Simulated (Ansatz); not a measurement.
## KCl, space group Pm-3m: band-curvature effective masses by finite differences

Computed with the Python package of Ansatz (0.2.0).

`kcl.extxyz`
```text
2
Lattice="3.839196 0.0 0.0 0.0 3.839196 0.0 0.0 0.0 3.839196" Properties=species:S:1:pos:R:3 pbc="T T T"
K     0.00000000    0.00000000    0.00000000
Cl    1.91959800    1.91959800    1.91959800
```

The script, `run_mass.py`:
```python
'''Band curvature masses of KCl.'''

import ansatz
import numpy as np

structure = ansatz.Crystal.from_extxyz('kcl.extxyz')

base = (
    structure.calculation()
    .functional('r2scan')
    .kpoints(5)
    .occupations('fixed')
)
# step 1: where the edges lie on the mesh
out = base.band_table().run(threads=1, backend='cpu')
rep = out.report
levels = np.array(rep['eigenvalues_ev'])
filled = round(rep['n_electrons'] / 2)
edges = {'top filled band': (filled - 1, levels[:, filled - 1].argmax()), 'lowest empty band': (filled, levels[:, filled].argmin())}
gap = levels[:, filled].min() - levels[:, filled - 1].max()
print(f'gap on the mesh {gap:.3f} eV')
if gap <= 0.05:
    print('no gap: band-edge masses have no meaning here')
    edges = {}
reciprocal = 2 * np.pi * np.linalg.inv(out.lattice.cell_ang).T
step = 0.04  # 1/A

# second differences give the curvature tensor; masses are hbar^2/m_e = 7.61996 eV A^2 over its eigenvalues
pairs = [(0, 1), (0, 2), (1, 2)]
moves = [sign * axis for axis in np.eye(3) for sign in (-1, 1)]
moves += [s1 * np.eye(3)[i] + s2 * np.eye(3)[j] for i, j in pairs for s1 in (1, -1) for s2 in (1, -1)]
for name, (band, index) in edges.items():
    together = int(np.sum(np.abs(levels[index] - levels[index, band]) < 2e-3))
    print(name, 'at k =', np.round(rep['kpoints_frac'][index], 4), f'E = {levels[index, band]:.4f} eV, degeneracy {together}')
    centre = np.array(rep['kpoints_frac'][index]) @ reciprocal
    points = [centre] + [centre + step * move for move in moves]
    table = base.band_structure(points, intervals=1, cartesian=True).run(threads=1, backend='cpu').band_structure().channels[0].eigenvalues_ev
    if together > 1:
        level = np.flatnonzero(np.abs(levels[index] - levels[index, band]) < 2e-3)
        along = (table[1, level] + table[2, level] - 2 * table[0, level]) / step ** 2
        print('  degenerate level, no single mass tensor; masses of its branches along x:', np.round(7.61996 / along, 3), 'm_e')
        continue
    e = table[:, band]
    hessian = np.diag((e[1:7:2] + e[2:7:2] - 2 * e[0]) / step ** 2)
    for (i, j), (pp, pm, mp, mm) in zip(pairs, e[7:].reshape(3, 4)):
        hessian[i, j] = hessian[j, i] = (pp - pm - mp + mm) / (4 * step ** 2)
    curvatures, axes = np.linalg.eigh(hessian)
    slope = (e[2:7:2] - e[1:7:2]) / (2 * step)
    print('  slope (eV A):', np.round(slope, 3) + 0.0, '' if np.abs(slope).max() < 0.05 else '- no extremum here, so these are local curvatures and no band-edge masses')
    for curvature, axis in zip(curvatures, axes.T):
        print(f'  principal mass {7.61996 / curvature:8.3f} m_e along', np.round(axis, 2) + 0.0)
```

Output of `python run_mass.py`:
```text
DeckWarning: basis.ecutwfc = 500 eV, auto-derived from the records' recommended cutoffs: set by K (their level for a meta-GGA)
gap on the mesh 5.591 eV
top filled band at k = [0.  0.4 0.4] E = 1.7012 eV, degeneracy 1
  slope (eV A): [0.    0.219 0.219] - no extremum here, so these are local curvatures and no band-edge masses
  principal mass   -0.669 m_e along [-1.  0.  0.]
  principal mass   -5.285 m_e along [ 0.   -0.71  0.71]
  principal mass   -9.227 m_e along [0.   0.71 0.71]
lowest empty band at k = [0. 0. 0.] E = 7.2923 eV, degeneracy 1
  slope (eV A): [0. 0. 0.]
  principal mass    0.410 m_e along [ 0.66 -0.27 -0.7 ]
  principal mass    0.410 m_e along [0.74 0.37 0.56]
  principal mass    0.410 m_e along [ 0.11 -0.89  0.44]
```
(Warnings from the package without file and line.)

What to keep in mind:
- Along an axis with an odd division the mesh misses the point at one half; a gap read on a finite mesh is an upper bound on this functional's gap.
- Semilocal gaps usually lie well under measured ones.
- The structure comes from a database of computed cells and needn't be a stable or known phase.
- Gaps and levels are Kohn-Sham values on a finite set of k-points.
- The masses are finite-difference curvatures at extrema found on a coarse mesh, which needn't be the true band edges; a step that is long against the gap makes them too heavy. Negative values are curvatures of valence bands (the hole mass is their size). Spin-orbit coupling is left out, and light masses scale with the Kohn-Sham gap.
- Timing: 5.4 s on 1 thread of Arm Neoverse V2 (shared host), peak memory 0.42 GiB.

(Lines on the test bed's own set-up are left out of the output.)
